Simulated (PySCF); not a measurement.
# TDDFT excited states: C4H6

Species: bicyclo[1.1.0]butane, C4H6.
Numbering: `[CH2:1]1[C@H:2]2[CH2:3][C@@H:4]12` (hydrogens: H5, H6 on C1; H7 on C2; H8, H9 on C3; H10 on C4)

Structure used (PBE0-D3(BJ)/def2-SVP), in Å, numbered top down from 1:
```
atom  x, y, z in Å
C1    -1.1210   -0.2413   -0.2284
C2    -0.1207    0.2707    0.7530
C3     1.0954   -0.3704    0.1734
C4     0.1485    0.3894   -0.6939
H5    -2.0403    0.3424   -0.3516
H6    -1.2576   -1.3280   -0.3428
H7    -0.2156    1.0359    1.5216
H8     2.0589    0.1038    0.3917
H9     1.1403   -1.4676    0.0920
H10    0.3122    1.2684   -1.3150
```

Method used: TDDFT B3LYP/def2-SVPD, vertical, gas phase, core orbitals frozen in the response in PySCF.

Problem. Predict the UV-vis stick spectrum at this level.

Solution. 

```csv
state,E (eV),λ (nm),f,symmetry,"main configurations (H = HOMO, L = LUMO)"
S1,6.70,185.2,0.0014,–,H→L (99%)
S2,7.21,172.1,0.071,A1,H→L+1 (99%)
S3,7.23,171.6,0.028,B1 or B2,H→L+3 (100%)
S4,7.23,171.4,0.0011,–,H→L+2 (100%)
S5,8.31,149.2,0.059,B1 or B2,H→L+4 (88%)
S6,8.47,146.4,0.0000,–,H-1→L (98%)
S7,8.74,141.8,0.0026,B1 or B2,H-2→L (90%)
S8,8.75,141.6,0.0057,A1,H→L+5 (99%)
S9,8.87,139.7,0.0000,–,H-1→L+1 (96%)
S10,9.04,137.1,0.026,B1 or B2,H-1→L+3 (98%)
```

Triplets (Tamm–Dancoff): T1 6.58 eV, H→L (94%); T2 6.76 eV, H→L+4 (97%); T3 6.95 eV, H→L+1 (93%); T4 7.07 eV, H→L+3 (99%).

The lowest singlet comes at 185 nm (646 kJ/mol) in the vacuum ultraviolet; it is very weak; its leading configuration is HOMO→LUMO (99%). The strongest level in the table is S2 at 7.21 eV (172 nm, f = 0.071). S3/S4 lie within about 0.01 eV of each other. Löwdin shares by element: HOMO carbon 82% (atoms not listed hold the other 18%); LUMO carbon 52% (atoms not listed hold the other 48%). Weighted by f, the mean energy of these states is 7.85 eV. Of the 10 states listed, 4 reach f = 0.01 and 2 stay under 0.0005. The oscillator strengths of these states sum to 0.195; summed over the whole spectrum of an exact calculation they would give the number of electrons, 30 (Thomas–Reiche–Kuhn). The vertical ionisation energy (ΔSCF) is 9.37 eV, 0.33 eV above S10. Symmetry labels in C2v follow from the direction of the transition dipole and are given only for states with f of 0.002 or more; B1 and B2 swap with the choice of axes. Singlets were solved by full linear response, triplets in the Tamm–Dancoff approximation.

Hardware: one thread of an x86-64 server, no GPU, shared host. Cost: 18 s wall.
